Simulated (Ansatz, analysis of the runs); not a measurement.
# A homologous series of junctions, from (C≡C)1 chain with nitrile ends, between Au (111) faces with adatoms, part 4 of 5

Aim: the decay constant of the conductance with molecular length.

Ansatz 0.2.0; DFT PBE, plane waves, PAW; relaxation of a junction, electrodes held but for their tips (the session's first sound run).

So far, conductance of the junction (G₀): step 3 (the open system, 53 atoms, molecule oligoyne 1, nitrile …) 0.0356; step 6 (55 atoms, molecule oligoyne 2, nitrile ends, units 2) 0.0170.

## (9) Transmission between the leads, 57 atoms, molecule oligoyne 3, nitrile ends, units 3

This step: DFT PBE, plane waves, PAW; transmission of a junction between electrodes (Ansatz 0.2.0).

The transmission is computed for this geometry in the same way.

input.yaml

```yaml
crystal:
  lattice:
    - [8.8246926292, 0.0, 0.0]
    - [4.4123463146, 7.6424079975, 0.0]
    - [0.0, 0.0, 30.5843041348]
  atoms:
    - { symbol: Au, position: [0.8333333333, 0.8333333333, 0.0] }
    - { symbol: Au, position: [0.833333333, 0.166666667, 0.0] }
    - { symbol: Au, position: [0.833333333, 0.5, 0.0] }
    - { symbol: Au, position: [0.166666667, 0.833333333, 0.0] }
    - { symbol: Au, position: [0.1666666667, 0.1666666667, 0.0] }
    - { symbol: Au, position: [0.166666667, 0.5, 0.0] }
    - { symbol: Au, position: [0.5, 0.833333333, 0.0] }
    - { symbol: Au, position: [0.5, 0.166666667, 0.0] }
    - { symbol: Au, position: [0.5, 0.5, 0.0] }
    - { symbol: Au, position: [0.9444444443, 0.9444444443, 0.078529729] }
    - { symbol: Au, position: [0.944444444, 0.277777778, 0.078529729] }
    - { symbol: Au, position: [0.9444444443, 0.6111111113, 0.078529729] }
    - { symbol: Au, position: [0.277777778, 0.944444444, 0.078529729] }
    - { symbol: Au, position: [0.277777778, 0.277777778, 0.078529729] }
    - { symbol: Au, position: [0.277777778, 0.611111111, 0.078529729] }
    - { symbol: Au, position: [0.6111111113, 0.9444444443, 0.078529729] }
    - { symbol: Au, position: [0.611111111, 0.277777778, 0.078529729] }
    - { symbol: Au, position: [0.611111111, 0.611111111, 0.078529729] }
    - { symbol: Au, position: [0.0555555557, 0.0555555557, 0.157059458] }
    - { symbol: Au, position: [0.0555555557, 0.3888888887, 0.157059458] }
    - { symbol: Au, position: [0.055555556, 0.722222222, 0.157059458] }
    - { symbol: Au, position: [0.3888888887, 0.0555555557, 0.157059458] }
    - { symbol: Au, position: [0.388888889, 0.388888889, 0.157059458] }
    - { symbol: Au, position: [0.388888889, 0.722222222, 0.157059458] }
    - { symbol: Au, position: [0.722222222, 0.055555556, 0.157059458] }
    - { symbol: Au, position: [0.722222222, 0.388888889, 0.157059458] }
    - { symbol: Au, position: [0.722222222, 0.722222222, 0.157059458] }
    - { symbol: Au, position: [0.5, 0.5, 0.231377238] }
    - { symbol: "N", position: [0.5, 0.5, 0.311648087] }
    - { symbol: C, position: [0.5, 0.5, 0.3503857224] }
    - { symbol: C, position: [0.5, 0.5, 0.3947293151] }
    - { symbol: C, position: [0.5, 0.5, 0.4357127054] }
    - { symbol: C, position: [0.5, 0.5, 0.4794146601] }
    - { symbol: C, position: [0.5, 0.5, 0.5205853399] }
    - { symbol: C, position: [0.5, 0.5, 0.5642872946] }
    - { symbol: C, position: [0.5, 0.5, 0.6052706849] }
    - { symbol: C, position: [0.5, 0.5, 0.6496142776] }
    - { symbol: "N", position: [0.5, 0.5, 0.688351913] }
    - { symbol: Au, position: [0.5, 0.5, 0.768622762] }
    - { symbol: Au, position: [0.277777778, 0.277777778, 0.842940542] }
    - { symbol: Au, position: [0.277777778, 0.611111111, 0.842940542] }
    - { symbol: Au, position: [0.277777778, 0.944444444, 0.842940542] }
    - { symbol: Au, position: [0.611111111, 0.277777778, 0.842940542] }
    - { symbol: Au, position: [0.611111111, 0.611111111, 0.842940542] }
    - { symbol: Au, position: [0.6111111113, 0.9444444443, 0.842940542] }
    - { symbol: Au, position: [0.944444444, 0.277777778, 0.842940542] }
    - { symbol: Au, position: [0.9444444443, 0.6111111113, 0.842940542] }
    - { symbol: Au, position: [0.9444444443, 0.9444444443, 0.842940542] }
    - { symbol: Au, position: [0.388888889, 0.388888889, 0.921470271] }
    - { symbol: Au, position: [0.388888889, 0.722222222, 0.921470271] }
    - { symbol: Au, position: [0.3888888887, 0.0555555557, 0.921470271] }
    - { symbol: Au, position: [0.722222222, 0.388888889, 0.921470271] }
    - { symbol: Au, position: [0.722222222, 0.722222222, 0.921470271] }
    - { symbol: Au, position: [0.722222222, 0.055555556, 0.921470271] }
    - { symbol: Au, position: [0.0555555557, 0.3888888887, 0.921470271] }
    - { symbol: Au, position: [0.055555556, 0.722222222, 0.921470271] }
    - { symbol: Au, position: [0.0555555557, 0.0555555557, 0.921470271] }
kpoints:
  mp_grid: { grid: [4, 4, 1] }
scf:
  occupations: { method: fermi_dirac, width: 0.1 }
hamiltonian:
  xc: pbe
output:
  transmission: { leads: [[48, 8]], e_range: [-0.7, 0.7], de: 0.035, kmesh: [4, 4] }
  dos: { projected: true, e_range: [-5, 4] }
  write_potential: true
  write_density: true
  volumetric_format: npy
```

Launch:

```
ansatz run input.yaml --threads 16 --pin off --max-ram 61440MiB --backend cuda --events-out ev --progress --plain --runs-dir out --max-vram 78GiB
```

Numbers of over 12 decimals in the logs are rounded to 6 here.

Output:

```text
[...]
Crystal: 57 atoms, lattice volume = 2062.664 Å³
Basis set: ecut = 420 eV, 40273 PW (Γ)
Bands: 561, of which v1, the nominal top of the filled ones, is band 468 counted from 1 (467 counted from 0)
Symmetry: 12 space group operations
[...]
k-points: 4 of 16
[...]
transmission: 176 of 176 steps passed
[...]
SCF converged after 11 iterations
[...]
--- Transmission ---
  basis      : 595 plane waves across, 44 finite elements along
  points     : 4, standing for a mesh of 4 x 4
  on the GPU : 4 of these points
[...]
filled         : 48.1 meV under the level at which it is neutral
    channels       : 7.687500e0 a spin
[...]
junction   : crystal 0 to crystal 0, 0.50 to 28.69 Å
    transmission   : 4.977992e-3 a spin
[...]
resistance     : 1.2503e0 Ω µm² beyond half of each lead's own
```

Run time: 98 s. Hardware: 1 × NVIDIA GB200 with 16 threads of Arm Neoverse V2, shared host; peak memory 9.7 GiB.

Transmission, one spin against energy, zero at the Fermi level:

energy (eV), log10 transmission, one spin and a bar from the least value:
```
   -0.700       -3.5 
   -0.665       -3.4 
   -0.595       -3.4 
   -0.560       -3.4 #
   -0.490       -3.3 #
   -0.455       -3.3 #
   -0.420       -3.2 ##
   -0.350       -3.1 ###
   -0.315       -3.1 ###
   -0.280       -3.0 ####
   -0.210       -2.9 #####
   -0.175       -2.8 ######
   -0.105       -2.6 #######
   -0.070       -2.5 ########
   -0.035       -2.4 #########
    0.000       -2.3 ##########
    0.035       -2.2 ###########
    0.070       -1.9 #############
    0.105       -1.7 ###############
    0.175       -0.9 ######################
    0.210        0.1 ##############################
    0.280       -1.0 #####################
    0.315       -1.4 #################
    0.350       -1.7 ###############
    0.420       -2.0 ############
    0.455       -2.2 ###########
    0.490       -2.3 ##########
    0.560       -2.2 ###########
    0.595       -2.5 ########
    0.665       -2.6 #######
    0.700       -2.6 #######
```

The conductance is 0.00696 G₀; the transmission at the nearest energy alone would give 0.00498 G₀, so T(E) varies within the thermal window. The conductance is 0.41 times that of the last run that gave one. The lead's Hamiltonian steps by 32.7 meV, which the program calls too much for a lead. The largest term of the program's error estimate is 527 %, from the steps of its leads' Hamiltonians or their offsets.

## (10) Landauer integrals, 57 atoms

This step: Landauer integrals over the computed T(E), interpolated linearly between its energies (analysis of the runs above).

T(E) held rigid; rough near sharp steps of T(E). The conductance at 300 K by shift of the leads' level:

```tsv
shift of the leads' level (eV)	conductance at 300 K (G₀)
-0.200	0.00148
-0.150	0.00197
-0.100	0.00275
-0.050	0.00405
0.000	0.00691
0.050	0.0165
0.100	0.0551
0.150	0.204
0.200	0.474
0.250	0.401
0.300	0.152
0.350	0.0452
```

The thermopower is -148 μV/K. The Lorenz ratio is 2.49, where the Wiedemann-Franz law gives 1. These values rest on a semilocal level alignment and on the mesh across the current. Moving the level by up to 0.1 eV either way gives -226 to -58 μV/K.

## (11) Relaxation of the scattering region, 59 atoms, molecule oligoyne 4, nitrile ends, units 4

This step: DFT PBE, plane waves, PAW; relaxation of a junction, electrodes held but for their tips (Ansatz 0.2.0).

System of this step: (C≡C)4 chain with nitrile ends, between Au (111) faces with adatoms. The cell holds 59 atoms: 47 Au, 2 N and 10 C. Cell: a = 8.825 Å, b = 8.825 Å, c = 33.324 Å, α = 90.0°, β = 90.0°, γ = 60.0°. Electrodes: Au (111) 3x3 face with an adatom; the apex atoms were set 19.250 Å apart; the free molecule is N#CC#CC#CC#CC#CC#N. Regions: lower lead, 28 atoms (28 Au); bridge, 12 atoms (2 N and 10 C); upper lead, 19 atoms (19 Au). The structure is stacked along c, and the current runs across the ab planes.

The bridge and the electrodes' tips relax, while 45 atoms stay at the lead's spacing, so that the ends still repeat as a lead.

input.yaml

```yaml
crystal:
  lattice:
    - [8.8246926292, 0.0, 0.0]
    - [4.4123463146, 7.6424079975, 0.0]
    - [0.0, 0.0, 33.3239481276]
  atoms:
    - { symbol: Au, position: [0.833333333, 0.833333333, 0.0] }
    - { symbol: Au, position: [0.833333333, 0.166666667, 0.0] }
    - { symbol: Au, position: [0.833333333, 0.5, 0.0] }
    - { symbol: Au, position: [0.166666667, 0.833333333, 0.0] }
    - { symbol: Au, position: [0.166666667, 0.166666667, 0.0] }
    - { symbol: Au, position: [0.166666667, 0.5, 0.0] }
    - { symbol: Au, position: [0.5, 0.833333333, 0.0] }
    - { symbol: Au, position: [0.5, 0.166666667, 0.0] }
    - { symbol: Au, position: [0.5, 0.5, 0.0] }
    - { symbol: Au, position: [0.944444444, 0.944444444, 0.072073606] }
    - { symbol: Au, position: [0.944444444, 0.277777778, 0.072073606] }
    - { symbol: Au, position: [0.944444444, 0.611111111, 0.072073606] }
    - { symbol: Au, position: [0.277777778, 0.944444444, 0.072073606] }
    - { symbol: Au, position: [0.277777778, 0.277777778, 0.072073606] }
    - { symbol: Au, position: [0.277777778, 0.611111111, 0.072073606] }
    - { symbol: Au, position: [0.611111111, 0.944444444, 0.072073606] }
    - { symbol: Au, position: [0.611111111, 0.277777778, 0.072073606] }
    - { symbol: Au, position: [0.611111111, 0.611111111, 0.072073606] }
    - { symbol: Au, position: [0.055555556, 0.055555556, 0.144147213] }
    - { symbol: Au, position: [0.055555556, 0.388888889, 0.144147213] }
    - { symbol: Au, position: [0.055555556, 0.722222222, 0.144147213] }
    - { symbol: Au, position: [0.388888889, 0.055555556, 0.144147213] }
    - { symbol: Au, position: [0.388888889, 0.388888889, 0.144147213] }
    - { symbol: Au, position: [0.388888889, 0.722222222, 0.144147213] }
    - { symbol: Au, position: [0.722222222, 0.055555556, 0.144147213] }
    - { symbol: Au, position: [0.722222222, 0.388888889, 0.144147213] }
    - { symbol: Au, position: [0.722222222, 0.722222222, 0.144147213] }
    - { symbol: Au, position: [0.5, 0.5, 0.211175667] }
    - { symbol: "N", position: [0.500003643, 0.500000056, 0.27764138] }
    - { symbol: C, position: [0.500005551, 0.500000085, 0.312450481] }
    - { symbol: C, position: [0.500007946, 0.500000105, 0.358662964] }
    - { symbol: C, position: [0.500009535, 0.5000001, 0.39467398] }
    - { symbol: C, position: [0.500010958, 0.500000043, 0.440884061] }
    - { symbol: C, position: [0.500011448, 0.499999978, 0.476895246] }
    - { symbol: C, position: [0.500011253, 0.499999887, 0.523104757] }
    - { symbol: C, position: [0.500010497, 0.499999822, 0.559115942] }
    - { symbol: C, position: [0.500008884, 0.499999787, 0.605326022] }
    - { symbol: C, position: [0.500007316, 0.499999782, 0.641337039] }
    - { symbol: C, position: [0.500005068, 0.499999826, 0.687549519] }
    - { symbol: "N", position: [0.500003326, 0.499999886, 0.72235862] }
    - { symbol: Au, position: [0.5, 0.5, 0.788824333] }
    - { symbol: Au, position: [0.277777778, 0.277777778, 0.855852787] }
    - { symbol: Au, position: [0.277777778, 0.611111111, 0.855852787] }
    - { symbol: Au, position: [0.277777778, 0.944444444, 0.855852787] }
    - { symbol: Au, position: [0.611111111, 0.277777778, 0.855852787] }
    - { symbol: Au, position: [0.611111111, 0.611111111, 0.855852787] }
    - { symbol: Au, position: [0.611111111, 0.944444444, 0.855852787] }
    - { symbol: Au, position: [0.944444444, 0.277777778, 0.855852787] }
    - { symbol: Au, position: [0.944444444, 0.611111111, 0.855852787] }
    - { symbol: Au, position: [0.944444444, 0.944444444, 0.855852787] }
    - { symbol: Au, position: [0.388888889, 0.388888889, 0.927926394] }
    - { symbol: Au, position: [0.388888889, 0.722222222, 0.927926394] }
    - { symbol: Au, position: [0.388888889, 0.055555556, 0.927926394] }
    - { symbol: Au, position: [0.722222222, 0.388888889, 0.927926394] }
    - { symbol: Au, position: [0.722222222, 0.722222222, 0.927926394] }
    - { symbol: Au, position: [0.722222222, 0.055555556, 0.927926394] }
    - { symbol: Au, position: [0.055555556, 0.388888889, 0.927926394] }
    - { symbol: Au, position: [0.055555556, 0.722222222, 0.927926394] }
    - { symbol: Au, position: [0.055555556, 0.055555556, 0.927926394] }
kpoints:
  mp_grid: { grid: [2, 2, 1] }
scf:
  occupations: { method: fermi_dirac, width: 0.1 }
hamiltonian:
  xc: pbe
relax:
  constraints:
    - { sites: [0, 1, 2, 3, 4, 5, 6, 7, 8, 9, 10, 11, 12, 13, 14, 15, 16, 17, 18, 19, 20, 21, 22, 23, 24, 25, 26, 41, 42, 43, 44, 45, 46, 47, 48, 49, 50, 51, 52, 53, 54, 55, 56, 57, 58] }
  f_tol: 0.05
  max_steps: 35
```

Output:

```text
[...]
Warning: at least one further symmetry operation maps every atom of the structure, as the run holds it, onto an atom to within 2.17e-5 (fractional), and is not used: no operation is sought that the atoms, as the run holds them, miss by more than 2.00e-5, twice crystal.symmetry.tolerance (1.0e-5). The run uses 2 unitary operations. The run imposes no operation that its atoms and lattice do not hold. Figures that only  [...]
[...]
- { symbol: C, position: [0.498852, 0.500049, 0.519959] }
    - { symbol: C, position: [0.498878, 0.500081, 0.557756] }
    - { symbol: C, position: [0.499248, 0.500151, 0.597798] }
    - { symbol: C, position: [0.499342, 0.500120, 0.635339] }
    - { symbol: C, position: [0.499851, 0.500094, 0.676028] }
    - { symbol: N, position: [0.500073, 0.500002, 0.711520] }
[...]
- { symbol: Au, position: [0.722222, 0.055556, 0.927926394] }
    - { symbol: Au, position: [0.055556, 0.388889, 0.927926394] }
    - { symbol: Au, position: [0.055556, 0.722222, 0.927926394] }
    - { symbol: Au, position: [0.055556, 0.055556, 0.927926394] }
[key lines of the parts left out:]
SCF converged after 7 iterations
```

Run time: 9 s. Hardware: 1 × NVIDIA GB200 with 16 threads; peak memory 1.7 GiB; 24 s of CPU time.

The steps of the relaxation:

```tsv
step	energy less that of the first step (eV)	largest force component (eV/Å)
1	0.0000	7.5545
2	-2.2826	4.1247
3	-2.8491	1.2591
4	-3.0259	1.3350
5	-3.1685	0.1575
6	-3.1704	0.0209
```

The atoms that moved most (Å):

```tsv
atom	dx	dy	dz	length
C30	-0.001	-0.001	0.384	0.384
C39	-0.001	0.001	-0.384	0.384
N40	0.001	0.000	-0.361	0.361
N29	0.001	0.000	0.361	0.361
C32	-0.006	-0.001	0.251	0.251
C37	-0.006	0.001	-0.251	0.251
C31	-0.005	-0.001	0.200	0.200
C38	-0.005	0.001	-0.200	0.200
```

The largest force component on a free atom ends at 0.021 eV/Å, under the limit of 0.05. The apex atoms end 19.23 Å apart, and their nearest bridge atoms lie at 2.57 Å (Au–N) and 2.57 Å (Au–N).

(Part 4 of 5 ends here.)

[Logs are printed without paths, hosts, clocks, repeated set-up lines and the standing remarks that a program may print on its own settings, such as how far it seeks lower states.]

[Hosts, paths, dates, database ids (printed as entryN), source tags and the programs' standing remarks are cut or masked in the printed files.]
